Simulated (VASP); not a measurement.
**ZnSe (Stilleite): polarisation by the Berry phase**

Wanted: a Born charge of ZnSe (Stilleite) from Berry phases. The cell is of the zinc-blende type, one of the forms listed for this formula, which need not be the common one. The start is a cell from a database of measured crystal structures.

Main program and level: VASP 6.6.1; r2SCAN; plane waves and PAW (Se, Zn), in the first sound run; inputs show where later runs differ.

### 1. Set-up

It takes space group F-43m (No. 216, cubic). Conventional cell: a = 5.668 Å, b = 5.668 Å, c = 5.668 Å, α = 90.00°, β = 90.00°, γ = 90.00°. Nearest to Se lie 4 Zn at 2.45 Å. Zn has 4 Se at 2.45 Å nearest. Farther neighbours and most contacts between anions are not listed.

### 2. Ground state

A ground-state run shows first whether the cell has a gap, which the next steps need; its size sets how fine their mesh has to be.

File INCAR:

```
SYSTEM = ZnSe
PREC = Accurate
ENCUT = 400
EDIFF = 1E-07
NELM = 100
ISMEAR = 0
SIGMA = 0.01
LREAL = .FALSE.
ALGO = Normal
METAGGA = R2SCAN
LASPH = .TRUE.
NBANDS = 15
LORBIT = 11
LWAVE = .FALSE.
LCHARG = .FALSE.
KPAR = 2
```

File POSCAR:

```
ZnSe
1.0
    0.0000000000      2.8338000000      2.8338000000
    2.8338000000      0.0000000000      2.8338000000
    2.8338000000      2.8338000000      0.0000000000
Se Zn
1 1
Direct
    0.7500000000      0.7500000000      0.7500000000
    0.0000000000      0.0000000000      0.0000000000
```

File KPOINTS:

```
Automatic mesh
0
Gamma
7 7 7
0 0 0
```

PAW data sets: Se and Zn (PBE family, release 64).

Command:

```console
$ mpirun -np 2 vasp_std
```

The program printed:

```text
[banner, memory and clock lines left out]
running    2 mpi-ranks, on    1 nodes
 distrk:  each k-point on    1 cores,    2 groups
 distr:  one band on    1 cores,    1 groups

 POSCAR found type information on POSCAR SeZn
 POSCAR found :  2 types and       2 ions
|                                                                             |
|               ----> ADVICE to this user running VASP <----                  |
|                                                                             |
|     You enforced a specific xc type in the INCAR file but a different       |
|     [... a line on the potential file left out ...]
|     I HOPE YOU KNOW WHAT YOU ARE DOING!                                     |
|                                                                             |

 LDA part: xc-table for (None), standard interpolation
 POSCAR, INCAR and KPOINTS ok, starting setup
 FFT: planning ... GRIDC
 FFT: planning ... GRID_SOFT
 FFT: planning ... GRID
 WAVECAR not read
 entering main loop
       N       E                     dE             d eps       ncg     rms          rms(c)
DAV:   1     0.608656709846E+02    0.60866E+02   -0.80016E+03   600   0.114E+03
DAV:   2    -0.224294239044E+02   -0.83295E+02   -0.79455E+02   649   0.240E+02
DAV:   3    -0.276422029933E+02   -0.52128E+01   -0.51933E+01   726   0.633E+01
DAV:   4    -0.276821123013E+02   -0.39909E-01   -0.39906E-01   698   0.579E+00
DAV:   5    -0.276822846558E+02   -0.17235E-03   -0.17235E-03   747   0.348E-01    0.503E+00
DAV:   6    -0.249152467724E+02    0.27670E+01   -0.13838E+00   642   0.340E+01    0.470E+00
DAV:   7    -0.248856723470E+02    0.29574E-01   -0.30551E-01   719   0.913E+00    0.222E+00
DAV:   8    -0.248996498757E+02   -0.13978E-01   -0.35037E-02   677   0.180E+00    0.536E-01
DAV:   9    -0.249014881444E+02   -0.18383E-02   -0.42441E-03   775   0.151E+00    0.868E-02
DAV:  10    -0.249016048696E+02   -0.11673E-03   -0.93320E-04   693   0.425E-01    0.539E-02
DAV:  11    -0.249015815640E+02    0.23306E-04   -0.34907E-04   789   0.418E-01    0.420E-02
DAV:  12    -0.249015694336E+02    0.12130E-04   -0.10144E-04   719   0.248E-01    0.744E-03
DAV:  13    -0.249015763104E+02   -0.68768E-05   -0.11093E-05   775   0.642E-02    0.443E-03
DAV:  14    -0.249015751584E+02    0.11520E-05   -0.26650E-06   712   0.314E-02    0.819E-04
DAV:  15    -0.249015762180E+02   -0.10596E-05   -0.12826E-07   426   0.784E-03    0.186E-04
DAV:  16    -0.249015760186E+02    0.19948E-06   -0.52159E-08   328   0.307E-03    0.445E-04
DAV:  17    -0.249015761156E+02   -0.97021E-07   -0.10044E-08   307   0.156E-03
   1 F= -.24901576E+02 E0= -.24901576E+02  d E =-.274693E-64
```

It took 14 s on 2 MPI ranks of Intel Xeon 6975P-C (Granite Rapids), shared host; peak memory 0.28 GiB; 28 s of CPU time.

Lines that name or quote the potential files are left out of all logs, and their timing lines are given in words.

From OUTCAR (step 2):

```text
ion  position               nearest neighbor table
   1  0.750  0.750  0.750-   2 2.45   2 2.45   2 2.45   2 2.45
   2  0.000  0.000  0.000-   1 2.45   1 2.45   1 2.45   1 2.45

  LATTYP: Found a face centered cubic cell.
 ALAT       =     5.6676000000

 Subroutine GETGRP returns: Found 24 space group operations
 (whereof 24 operations were pure point group operations)

The static configuration has the point symmetry T_d .

 Found     20 irreducible k-points:

   k-points           NKPTS =     20   k-points in BZ     NKDIM =     20   number of bands    NBANDS=     15

   dimension x,y,z NGX =    28 NGY =   28 NGZ =   28
   dimension x,y,z NGXF=    56 NGYF=   56 NGZF=   56

   ENCUT  =  400.0 eV  29.40 Ry    5.42 a.u.   6.54  6.54  6.54*2*pi/ulx,y,z

   NELECT =      18.0000    total number of electrons

 k-points in reciprocal lattice and weights: Automatic mesh
   0.00000000  0.00000000  0.00000000       0.003
   0.14285714  0.00000000  0.00000000       0.023
   0.28571429  0.00000000  0.00000000       0.023
   0.42857143  0.00000000  0.00000000       0.023
   0.14285714  0.14285714  0.00000000       0.017
   0.28571429  0.14285714  0.00000000       0.070
   0.42857143  0.14285714  0.00000000       0.070
  -0.42857143  0.14285714  0.00000000       0.070
  -0.28571429  0.14285714  0.00000000       0.070
[...]
-0.42857143  0.42857143  0.14285714       0.070
  -0.28571429  0.42857143  0.14285714       0.070

 average (electrostatic) potential at core
       1 -60.4159       2 -42.6547

 E-fermi :   1.4169

 k-point     1 :       0.0000    0.0000    0.0000
  band No.  band energies     occupation
    ...
      5      -4.9843      2.00000
      6      -4.9843      2.00000
      7       1.2991      2.00000
      8       1.2991      2.00000
      9       1.2991      2.00000
     10       3.1643      0.00000
     11       7.6132      0.00000
     12       7.6134      0.00000
     13       7.6134      0.00000
     14      11.8869      0.00000
    ...

 k-point     2 :       0.1429    0.0000    0.0000
  band No.  band energies     occupation
    ...
      5      -4.9854      2.00000
      6      -4.9853      2.00000
      7      -0.2097      2.00000
      8       1.1043      2.00000
      9       1.1043      2.00000
     10       4.2229      0.00000
     11       7.5812      0.00000
     12       7.9389      0.00000
     13       7.9391      0.00000
     14      12.4250      0.00000
    ...

 k-point     3 :       0.2857    0.0000    0.0000
  band No.  band energies     occupation
    ...
      5      -4.9817      2.00000
      6      -4.9816      2.00000
      7      -2.2068      2.00000
      8       0.7217      2.00000
      9       0.7217      2.00000
     10       4.5544      0.00000
     11       8.2863      0.00000
     12       8.2865      0.00000
     13       8.8204      0.00000
     14      12.4523      0.00000
    ...

  Total       -0.0882044     -0.0882044     -0.0882044      0.0000000      0.0000000     -0.0000000
  in kB       -3.1050134     -3.1050134     -3.1050134      0.0000000      0.0000000     -0.0000000
  external PRESSURE =      -3.1050134 kB  Pullay stress =       0.0000000 kB

  energy-cutoff  :      400.00
  volume of cell :       45.51
      direct lattice vectors                 reciprocal lattice vectors
     0.000000000  2.833800000  2.833800000    -0.176441527  0.176441527  0.176441527
     2.833800000  0.000000000  2.833800000     0.176441527 -0.176441527  0.176441527
     2.833800000  2.833800000  0.000000000     0.176441527  0.176441527 -0.176441527

 POSITION                                       TOTAL-FORCE (eV/Angst)
 -----------------------------------------------------------------------------------
      4.25070      4.25070      4.25070        -0.000000     -0.000000     -0.000000
      0.00000      0.00000      0.00000         0.000000      0.000000      0.000000
 -----------------------------------------------------------------------------------
    total drift:                               -0.000005     -0.000005     -0.000006

  FREE ENERGIE OF THE ION-ELECTRON SYSTEM (eV)
  ---------------------------------------------------
  free  energy   TOTEN  =       -24.9015761156 eV

  energy  without entropy=      -24.9015761156  energy(sigma->0) =      -24.90157612

 total charge
# of ion       s       p       d       tot
------------------------------------------
    1        1.430   2.484   0.030   3.944
    2        0.511   0.443   9.802  10.756
--------------------------------------------------
tot          1.941   2.927   9.832  14.700

[... 3 further parts left out ...]
```

The gap is read on the k-mesh alone, so it is an upper bound where the band edges lie off the mesh. The PAW data sets were made with PBE, which is usual practice but a small mismatch for other functionals.

Numbers from this step:

```yaml
free_energy_toten: -24.90 eV
fermi_energy: 1.417 eV
pressure: -0.3105 GPa
gap_on_the_k_mesh: 1.865 eV
least_direct_gap_on_the_k_mesh: 1.865 eV
```

The cell has a gap of 1.87 eV on this mesh. Spin-orbit coupling is left out, which can shift or reorder these edges.

### 3. Berry phase, displacement (A) 0

One atom is moved along a line, and LCALCPOL gives the Berry-phase dipole at each place.

File INCAR:

```
SYSTEM = ZnSe
PREC = Accurate
ENCUT = 400
EDIFF = 1E-08
NELM = 100
ISMEAR = 0
SIGMA = 0.01
LREAL = .FALSE.
ALGO = Normal
METAGGA = R2SCAN
LASPH = .TRUE.
NBANDS = 15
LWAVE = .FALSE.
LCHARG = .FALSE.
KPAR = 2
LCALCPOL = .TRUE.
DIPOL = 0.125 0.125 0.125
```

POSCAR is that of step 2.

File KPOINTS:

```
Automatic mesh
0
Gamma
12 12 12
0 0 0
```

Command:

```console
$ mpirun -np 2 vasp_std
```

The program printed:

```text
[banner, memory and clock lines left out]
running    2 mpi-ranks, on    1 nodes
 distrk:  each k-point on    1 cores,    2 groups
 distr:  one band on    1 cores,    1 groups

 POSCAR found type information on POSCAR SeZn
 POSCAR found :  2 types and       2 ions
 [... a notice as in an earlier step ...]

 LDA part: xc-table for (None), standard interpolation
 POSCAR, INCAR and KPOINTS ok, starting setup
 FFT: planning ... GRIDC
 FFT: planning ... GRID_SOFT
 FFT: planning ... GRID
 WAVECAR not read
 entering main loop
       N       E                     dE             d eps       ncg     rms          rms(c)
DAV:   1     0.590618306635E+02    0.59062E+02   -0.78376E+03  2160   0.116E+03
DAV:   2    -0.227739406943E+02   -0.81836E+02   -0.77689E+02  2433   0.237E+02
DAV:   3    -0.276486398570E+02   -0.48747E+01   -0.48600E+01  2517   0.612E+01
DAV:   4    -0.276834942031E+02   -0.34854E-01   -0.34851E-01  2629   0.564E+00
DAV:   5    -0.276836451851E+02   -0.15098E-03   -0.15098E-03  2664   0.329E-01    0.503E+00
DAV:   6    -0.249166740269E+02    0.27670E+01   -0.13827E+00  2384   0.340E+01    0.470E+00
DAV:   7    -0.248871109385E+02    0.29563E-01   -0.30487E-01  2629   0.912E+00    0.222E+00
DAV:   8    -0.249010802581E+02   -0.13969E-01   -0.34936E-02  2475   0.179E+00    0.536E-01
DAV:   9    -0.249029092582E+02   -0.18290E-02   -0.42714E-03  2783   0.152E+00    0.868E-02
DAV:  10    -0.249030264599E+02   -0.11720E-03   -0.93894E-04  2535   0.425E-01    0.542E-02
DAV:  11    -0.249030018968E+02    0.24563E-04   -0.35453E-04  2895   0.422E-01    0.422E-02
DAV:  12    -0.249029895688E+02    0.12328E-04   -0.10205E-04  2636   0.249E-01    0.766E-03
DAV:  13    -0.249029965411E+02   -0.69723E-05   -0.11257E-05  2811   0.648E-02    0.437E-03
DAV:  14    -0.249029954643E+02    0.10768E-05   -0.26183E-06  2657   0.306E-02    0.820E-04
DAV:  15    -0.249029965154E+02   -0.10511E-05   -0.15068E-07  3050   0.782E-03    0.249E-04
DAV:  16    -0.249029964005E+02    0.11485E-06   -0.25210E-08  2348   0.209E-03    0.271E-04
DAV:  17    -0.249029964161E+02   -0.15559E-07   -0.20231E-09  1234   0.386E-04    0.348E-05
DAV:  18    -0.249029963697E+02    0.46395E-07   -0.21588E-10  1171   0.181E-04    0.159E-05
DAV:  19    -0.249029963611E+02    0.85606E-08   -0.33362E-11  1171   0.119E-04
 p_tot=( -0.213E+02 -0.213E+02 -0.213E+02 )
   1 F= -.24902996E+02 E0= -.24902996E+02  d E =-.199594E-22
```

Run time: 74 s. Hardware: 2 MPI ranks; peak memory 0.51 GiB.

From OUTCAR (step 3):

```text
The static configuration has the point symmetry T_d .

 Found     72 irreducible k-points:

   k-points           NKPTS =     72   k-points in BZ     NKDIM =     72   number of bands    NBANDS=     15

   NELECT =      18.0000    total number of electrons

 E-fermi :   1.3618

 k-point     1 :       0.0000    0.0000    0.0000
  band No.  band energies     occupation
    ...
      5      -4.9842      2.00000
      6      -4.9842      2.00000
      7       1.2980      2.00000
      8       1.2980      2.00000
      9       1.2980      2.00000
     10       3.1636      0.00000
     11       7.6128      0.00000
     12       7.6130      0.00000
     13       7.6130      0.00000
     14      11.8868      0.00000
    ...

 k-point     2 :       0.0833    0.0000    0.0000
  band No.  band energies     occupation
    ...
      5      -4.9848      2.00000
      6      -4.9848      2.00000
      7       0.6179      2.00000
      8       1.2265      2.00000
      9       1.2265      2.00000
     10       3.7096      0.00000
     11       7.5405      0.00000
     12       7.7382      0.00000
     13       7.7383      0.00000
     14      12.3553      0.00000
    ...

            Ionic dipole moment: p[ion]=(   -21.25350   -21.25350   -21.25350 ) |e| Angst

 Total electronic dipole moment: p[elc]=(    -0.00318    -0.00317    -0.00318 ) |e| Angst

  Total       -0.0903596     -0.0903596     -0.0903596      0.0000000      0.0000000      0.0000000
  in kB       -3.1808807     -3.1808807     -3.1808807      0.0000000      0.0000000      0.0000000
  external PRESSURE =      -3.1808807 kB  Pullay stress =       0.0000000 kB

 POSITION                                       TOTAL-FORCE (eV/Angst)
 -----------------------------------------------------------------------------------
      4.25070      4.25070      4.25070        -0.000000      0.000000      0.000000
      0.00000      0.00000      0.00000         0.000000     -0.000000     -0.000000
 -----------------------------------------------------------------------------------
    total drift:                               -0.000005     -0.000005     -0.000006

  FREE ENERGIE OF THE ION-ELECTRON SYSTEM (eV)
  ---------------------------------------------------
  free  energy   TOTEN  =       -24.9029963611 eV

  energy  without entropy=      -24.9029963611  energy(sigma->0) =      -24.90299636

[... 6 parts as in an earlier step ...]

[... 6 further parts left out ...]
```

This step gave:

```yaml
fermi_energy: 1.362 eV
pressure: -0.3181 GPa
dipole_ionic: -21.25, -21.25, -21.25 e·Å
dipole_electronic: -0.00318, -0.00317, -0.00318 e·Å
polarization_branch: -748.3, -748.3, -748.3 uC/cm², modulo the quantum
gap_on_the_k_mesh: 1.866 eV
least_direct_gap_on_the_k_mesh: 1.866 eV
```

At the undisplaced site the ionic and electronic dipoles along z are -21.253 and -0.003 e Å.

### 4. Berry phase, displacement (A) 0.05

This step: r2SCAN, displaced atoms; plane waves and PAW (Se, Zn) (VASP 6.6.1).

The next place on the path.

INCAR is that of step 3.

Changes to POSCAR since step 3:

```diff
@@ -9,2 +9,2 @@
     0.7500000000      0.7500000000      0.7500000000
-    0.0000000000      0.0000000000      0.0000000000
+    0.0088220764      0.0088220764     -0.0088220764
```

KPOINTS is that of step 3.

Command:

```console
$ mpirun -np 2 vasp_std
```

The program printed:

```text
[... set-up lines as in an earlier step ...]
 entering main loop
       N       E                     dE             d eps       ncg     rms          rms(c)
DAV:   1     0.589667616019E+02    0.58967E+02   -0.77677E+03  8408   0.117E+03
DAV:   2    -0.227969869654E+02   -0.81764E+02   -0.77464E+02  9464   0.237E+02
DAV:   3    -0.276431409397E+02   -0.48462E+01   -0.48302E+01 10143   0.609E+01
DAV:   4    -0.276774108560E+02   -0.34270E-01   -0.34267E-01 10059   0.557E+00
[...]
DAV:  17    -0.248960912231E+02   -0.16285E-07   -0.20813E-09  5103   0.395E-04    0.373E-05
DAV:  18    -0.248960911736E+02    0.49414E-07   -0.23689E-10  4480   0.206E-04    0.203E-05
DAV:  19    -0.248960911667E+02    0.69181E-08   -0.42733E-11  4592   0.137E-04
 p_tot=( -0.213E+02 -0.213E+02 -0.212E+02 )
   1 F= -.24896091E+02 E0= -.24896091E+02  d E =-.873202E-12
```

Wall time 3.3 min (2 MPI ranks); peak memory 0.7 GiB.

From OUTCAR (step 4):

```text
  Total       -0.0647385     -0.0647385     -0.0832315     -0.2668401      0.0000000      0.0000000
  in kB       -2.2789535     -2.2789535     -2.9299540     -9.3934293      0.0000000      0.0000000
  external PRESSURE =      -2.4959537 kB  Pullay stress =       0.0000000 kB

 POSITION                                       TOTAL-FORCE (eV/Angst)
 -----------------------------------------------------------------------------------
      4.25070      4.25070      4.25070         0.000000      0.000000      0.276722
      2.83380      2.83380      0.05000         0.000000      0.000000     -0.276722
 -----------------------------------------------------------------------------------
    total drift:                                0.000020      0.000020     -0.003782

  FREE ENERGIE OF THE ION-ELECTRON SYSTEM (eV)
  ---------------------------------------------------
  free  energy   TOTEN  =       -24.8960911667 eV

  energy  without entropy=      -24.8960911667  energy(sigma->0) =      -24.89609117

[... 1 part as in an earlier step ...]

[... 2 further parts left out ...]
[key lines of the parts left out:]
E-fermi :   1.3891
```

At +0.05 Å the ionic and electronic dipoles along z are -20.654 and -0.500 e Å.

### 5. Berry phase, displacement (A) 0.1

The next place on the path.

INCAR is that of step 4.

Changes to POSCAR since step 4:

```diff
@@ -9,2 +9,2 @@
     0.7500000000      0.7500000000      0.7500000000
-    0.0088220764      0.0088220764     -0.0088220764
+    0.0176441527      0.0176441527     -0.0176441527
```

KPOINTS is that of step 4.

Command:

```console
$ mpirun -np 2 vasp_std
```

The program printed:

```text
[... set-up lines as in an earlier step ...]
 entering main loop
       N       E                     dE             d eps       ncg     rms          rms(c)
DAV:   1     0.587447636359E+02    0.58745E+02   -0.77248E+03  8400   0.118E+03
DAV:   2    -0.228019861222E+02   -0.81547E+02   -0.77352E+02  9527   0.238E+02
DAV:   3    -0.276257418587E+02   -0.48238E+01   -0.48076E+01 10031   0.608E+01
DAV:   4    -0.276597677730E+02   -0.34026E-01   -0.34023E-01 10248   0.554E+00
[...]
DAV:  17    -0.248755737811E+02   -0.12253E-07   -0.19626E-09  5047   0.361E-04    0.395E-05
DAV:  18    -0.248755737285E+02    0.52577E-07   -0.23930E-10  4494   0.204E-04    0.257E-05
DAV:  19    -0.248755737242E+02    0.43353E-08   -0.45243E-11  4571   0.135E-04
 p_tot=( -0.213E+02 -0.213E+02 -0.211E+02 )
   1 F= -.24875574E+02 E0= -.24875574E+02  d E =-.972628E-68
```

It took 3 min on 2 MPI ranks; peak memory 0.69 GiB; 5.9 min of CPU time.

From OUTCAR (step 5):

```text
  Total        0.0121890      0.0121890     -0.0606211     -0.5305742      0.0000000      0.0000000
  in kB        0.4290838      0.4290838     -2.1340134    -18.6775163      0.0000000      0.0000000
  external PRESSURE =      -0.4252819 kB  Pullay stress =       0.0000000 kB

 POSITION                                       TOTAL-FORCE (eV/Angst)
 -----------------------------------------------------------------------------------
      4.25070      4.25070      4.25070         0.000000      0.000000      0.546540
      2.83380      2.83380      0.10000         0.000000      0.000000     -0.546540
 -----------------------------------------------------------------------------------
    total drift:                                0.000055      0.000055     -0.000307

  FREE ENERGIE OF THE ION-ELECTRON SYSTEM (eV)
  ---------------------------------------------------
  free  energy   TOTEN  =       -24.8755737242 eV

  energy  without entropy=      -24.8755737242  energy(sigma->0) =      -24.87557372

[... 2 parts as in an earlier step ...]

[... 1 further part left out ...]
[key lines of the parts left out:]
E-fermi :   1.5130
```

At +0.1 Å the ionic and electronic dipoles along z are -20.053 and -0.997 e Å.

(Part 1 of 2 ends here.)

[Lines on the potential files, build, host, timing and source positions are cut from VASP's logs without a mark.]

[Logs are printed without paths, hosts, clocks, repeated set-up lines and the standing remarks that a program may print on its own settings, such as how far it seeks lower states.]

[Hosts, paths, dates, database ids (printed as entryN), source tags and the programs' standing remarks are cut or masked in the printed files.]
